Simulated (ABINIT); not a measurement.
A run of ABINIT 10.8.3 (patched build) is set up as follows.

The input run.abi:

```
# Datasets: ground state, then fixed potential
ndtset 2

# Pseudopotentials
pp_dirpath "./"
pseudos "Te.GGA_PBE-JTH.xml, Be.GGA_PBE-JTH.xml"

# Structure
acell 3*1.0 Angstrom
rprim
     0.0000000000     2.7700000000     2.7700000000
     2.7700000000     0.0000000000     2.7700000000
     2.7700000000     2.7700000000     0.0000000000
ntypat 2
znucl 52 4
natom 2
typat 1 2
xcart
     4.1550000000     4.1550000000     4.1550000000
     0.0000000000     0.0000000000     0.0000000000 Angstrom

# Plane-wave basis
ecut 15.0
pawecutdg 30.0

# Exchange and correlation
ixc -144130

# Bands and occupations
occopt 3
tsmear 0.05 eV

# SCF cycle
nstep 100

# Output
iomode 3
prtwf 0
prteig 0
prtebands 0
enunit 1
prtden1 1

# Dataset 1
kptopt1 1
ngkpt1 8 8 8
nshiftk1 1
shiftk1 0.0 0.0 0.0
nband1 9
tolvrs1 1.0e-9

# Dataset 2: bands along G-X-W-K-G-L-U-W-L-K
iscf2 -2
getden2 1
nband2 13
nbdbuf2 2
tolwfr2 1.0e-12
kptopt2 -9
ndivsm2 6
prteig2 1
prtvol2 -3
kptbounds2
     0.0000000000     0.0000000000     0.0000000000
     0.5000000000     0.0000000000     0.5000000000
     0.5000000000     0.2500000000     0.7500000000
     0.3750000000     0.3750000000     0.7500000000
     0.0000000000     0.0000000000     0.0000000000
     0.5000000000     0.5000000000     0.5000000000
     0.6250000000     0.2500000000     0.6250000000
     0.5000000000     0.2500000000     0.7500000000
     0.5000000000     0.5000000000     0.5000000000
     0.3750000000     0.3750000000     0.7500000000
```

Potentials or basis: JTH PAW PBE v2.0.

Launch:

```bash
$ abinit run.abi > log 2>&1
```

Task: Estimate the band gap on the k mesh.

Result: 1.96 eV, indirect (least direct gap 3.66 eV).

Levels at the corners of the path, in eV from the valence-band top:
| point | band 3 | band 4 | band 5 | band 6 | band 7 | band 8 |
| --- | --- | --- | --- | --- | --- | --- |
| Γ | 0.00 | 0.00 | 0.00 | 3.66 | 3.66 | 3.66 |
| X | -5.33 | -2.78 | -2.78 | 1.96 | 2.66 | 10.22 |
| W | -4.77 | -3.90 | -3.41 | 5.47 | 5.69 | 5.89 |
| K | -4.96 | -4.10 | -2.35 | 2.73 | 5.47 | 8.30 |
| Γ | 0.00 | 0.00 | 0.00 | 3.66 | 3.66 | 3.66 |
| L | -5.80 | -1.19 | -1.19 | 3.29 | 4.68 | 4.68 |
| U | -4.96 | -4.10 | -2.35 | 2.73 | 5.47 | 8.30 |
| W | -4.77 | -3.90 | -3.41 | 5.47 | 5.69 | 5.89 |
| L | -5.80 | -1.19 | -1.19 | 3.29 | 4.68 | 4.68 |
| K | -4.96 | -4.10 | -2.35 | 2.73 | 5.47 | 8.30 |

Caveat: spin-orbit coupling is left out, which moves the levels of the heavy elements. A k mesh can miss the band edges.
